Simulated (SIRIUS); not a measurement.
Crystal: TiAl.

```
Ti Al
1.0
     3.17906    0.00000    0.00000
     0.00000    3.17906    0.00000
     0.00000    0.00000    3.17906
Ti Al
1 1
Cartesian
  0.0000 0.0000 0.0000
  1.5895 1.5895 1.5895
```

The cell comes from a database or a generator and needn't be the stable form of this composition.

| Quantity | Value |
| --- | --- |
| Program | SIRIUS 7.10.0 |
| Task | single point |
| Functional | PBE |
| Potentials or basis | PseudoDojo 0.4.1 PBE standard (scalar relativistic) |
| Cutoff | 1152 eV |
| Density cutoff | 4606 eV |
| k mesh | 8 × 8 × 8 |
| Occupations | fermi-dirac, width 0.05 eV |
| Spin | no spin polarisation |

On this cell: pressure 0.8 GPa; largest force zero by symmetry; band gap on the k mesh none (metal or under the smearing width).

The same run follows on a disturbed copy (atoms moved at random, drawn with an rms of 0.05 Å):

```
Ti Al
1.0
     3.17906    0.00000    0.00000
     0.00000    3.17906    0.00000
     0.00000    0.00000    3.17906
Ti Al
1 1
Direct
  0.99886 0.00758 0.00170
  0.50931 0.50647 0.50062
```

Task: What does the disturbed cell give?

Result: The energy (extrapolated to zero smearing) moves by +1.8 meV/atom; pressure 0.8 GPa; largest force 0.214 eV/Å; band gap on the k mesh none (metal or under the smearing width).

Forces in eV/Å, atoms in the order of the input:
```
Ti   0.211 -0.023 -0.022
Al  -0.211  0.023  0.022
```
